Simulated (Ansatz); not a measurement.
**Structure relaxation of Al2Cu**

Method: DFT PBE, scalar-relativistic, plane waves, PAW (Ansatz 0.2.0).

The start is a database structure of Al2Cu, space group I4/mcm (No. 140).

Input of the last, converged step (default PAW datasets):

```yaml
crystal:
  lattice:
    - [-3.0713668929, 3.0713668929, 2.3720791366]
    - [3.0713668929, -3.0713668929, 2.3720791366]
    - [3.0713668929, 3.0713668929, -2.3720791366]
  atoms:
    - { symbol: Al, position: [0.3433793549, 0.1566206451, 0.5] }
    - { symbol: Al, position: [0.1566206451, 0.6566206451, 0.8132412903] }
    - { symbol: Al, position: [0.8433793549, 0.3433793549, 0.1867587097] }
    - { symbol: Al, position: [0.6566206451, 0.8433793549, 0.5] }
    - { symbol: Cu, position: [0.75, 0.75, 0.0] }
    - { symbol: Cu, position: [0.25, 0.25, 0.0] }
basis:
  ecutwfc: 420
kpoints:
  mp_grid: { grid: [10, 10, 10] }
hamiltonian:
  xc: pbe
scf:
  occupations: { method: gaussian, width: 0.1 }
output:
  forces: true
  stress: true
  eigenvalues: true
relax:
  adjacent_minimum: "off"
  f_tol: 0.01
  max_steps: 80
  cell: { stress_tol: 0.05 }
```

Launched as:

```bash
ansatz run input.yaml --threads 1 --pin off --max-ram 2560MiB --backend cpu --events-out ev --progress --plain --runs-dir out
```

Time: 41 s on 1 thread of Intel(R) Xeon(R) 6975P-C (Granite Rapids), on a shared host, peak memory 0.57 GiB.

End of the output:

```
SCF converged after 6 iterations
Free energy (F): -15401.341443 eV
Harris-Foulkes:  -15401.341443 eV  (|F-HF|=1.09e-11)
Internal energy: -15401.332135 eV  (E = F + TS)
E sigma→0 (E₀):  -15401.336789 eV
Entropy (-TS):   -0.009308 eV (-1.551 meV/atom)
Fermi energy:    10.333080 eV
--- Per-component energies (eV) ---
  E_band       = -931.052215
  E_kinetic    = 690.964504
  E_local      = -12430.117983  (includes V_loc(G=0)·N_el)
  E_nonlocal   = 809.075530
  E_hartree    = 5624.796492
  E_xc         = -340.084643
  E_vxc        = -349.778095  (∫ρ·V_xc dr)
  E_paw        = -5185.373615  (= ΣΔE_a)
  E_vpaw       = -900.789424  (= ΣTr[D̂ρ^β])
  E_aug_tail   = 0.000589  (compensation charges beyond the density's cutoff)
  E_ewald      = -4570.593008
  E_smearing   = -0.009308  (= −TS)
  E_closure    =  0.000000  (closes the sum)
  Σ components = -15401.341443   (vs F -15401.341443, Δ=0.00e0)
--- Forces (eV/Å), atoms counted from 1 ---
  atom   1  Al    -0.00044303     0.00044303     0.00000000
  atom   2  Al    -0.00044303    -0.00044303     0.00000000
  atom   3  Al     0.00044303     0.00044303     0.00000000
  atom   4  Al     0.00044303    -0.00044303     0.00000000
  atom   5  Cu     0.00000000     0.00000000     0.00000000
  atom   6  Cu     0.00000000     0.00000000     0.00000000
  max |Σ_I F_I| component: 1.39e-17 eV/Å
--- Stress (GPa, compression-positive) ---
        0.001502       0.000000       0.000000
        0.000000       0.001502       0.000000
        0.000000       0.000000      -0.010075
  P = ⅓ Tr σ = -0.0024 GPa (-0.024 kbar)
--- Relaxed structure (4 steps of the walk, 4 accepted, 1 SCFs on fresh bases) ---
  F+E_penalty+E_count = -15401.34144286 eV   max|allowed force component| = 4.430e-4 eV/Å   (the final SCF, on the basis selected at the relaxed cell)
  cell:  # Å, volume = 89.4490 Å³
    - [-3.026016, 3.026016, 2.442154]
    - [3.026016, -3.026016, 2.442154]
    - [3.026016, 3.026016, -2.442154]
  atoms:
    - { symbol: Al, position: [0.341263, 0.158737, 0.500000] }
    - { symbol: Al, position: [0.158737, 0.658737, 0.817474] }
    - { symbol: Al, position: [0.841263, 0.341263, 0.182526] }
    - { symbol: Al, position: [0.658737, 0.841263, 0.500000] }
    - { symbol: Cu, position: [0.750000, 0.750000, 0.000000] }
    - { symbol: Cu, position: [0.250000, 0.250000, 0.000000] }
```

Total energies depend on the potentials used, so only differences within one code and one set of settings carry meaning.

The result has space group I4/mcm (No. 140). Al is coordinated by 4 Cu at 2.58 Å, 1 Al at 2.72 Å, 2 Al at 2.90 Å and 8 Al at 3.11–3.22 Å; around Cu lie 2 Cu at 2.44 Å and 8 Al at 2.58 Å.

Against the elements it lies at -0.16 eV/atom. The zero of energy is the elements' standard structures at the same level; no fitted shifts are applied.

The k mesh leaves about 4 meV/atom of noise in metals.

A structure relaxed within its symmetry needn't be a true minimum.